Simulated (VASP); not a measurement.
TiSi2, 6 atoms in the cell. Symmetry: Fddd, No. 70, orthorhombic system. The conventional cell has a = 4.779 Å, b = 8.235 Å, c = 8.526 Å, α = 90.00°, β = 90.00°, γ = 90.00°. Ti (site symmetry 222) has 10 Si at 2.55 to 2.78 Å as nearest neighbours. Si (site symmetry 2) is surrounded by 5 Si at 2.52 to 2.79 Å and 5 Ti at 2.55 to 2.78 Å. The cell is a database's computed one.

| Quantity | Value |
| --- | --- |
| Program | VASP 6.6.1 |
| Task | relaxation of cell and atoms |
| Functional | PBE |
| Potentials or basis | VASP PAW PBE potentials, release 64 (Ti, Si) |
| Cutoff | 580 eV |
| k mesh | 7 × 7 × 7 |
| Occupations | fermi-dirac, width 0.05 eV |
| Spin | no spin polarisation |
| Further INCAR settings | ALGO = Fast; EDIFF = 1e-06; IBRION = 2; EDIFFG = -0.01; NSW = 40; ISIF = 3 |

Potentials or basis: VASP PAW PBE potentials, release 64 (Ti, Si).

Command:

```console
$ cat potpaw_PBE.64/Ti/POTCAR potpaw_PBE.64/Si/POTCAR > POTCAR
$ mpirun -np 1 vasp_std > vasp.out
```

Hardware: 1 thread of Intel(R) Xeon(R) Platinum 8375C CPU @ 2.90GHz (Ice Lake), on a shared host.

Problem. How long does it take, and how much memory?

Solution. It took 5.1 min on 1 thread of Intel(R) Xeon(R) Platinum 8375C CPU @ 2.90GHz (Ice Lake), with other jobs on the host, peak memory 0.33 GiB. Counts: scf iterations 42, k points 64, ion steps 5.
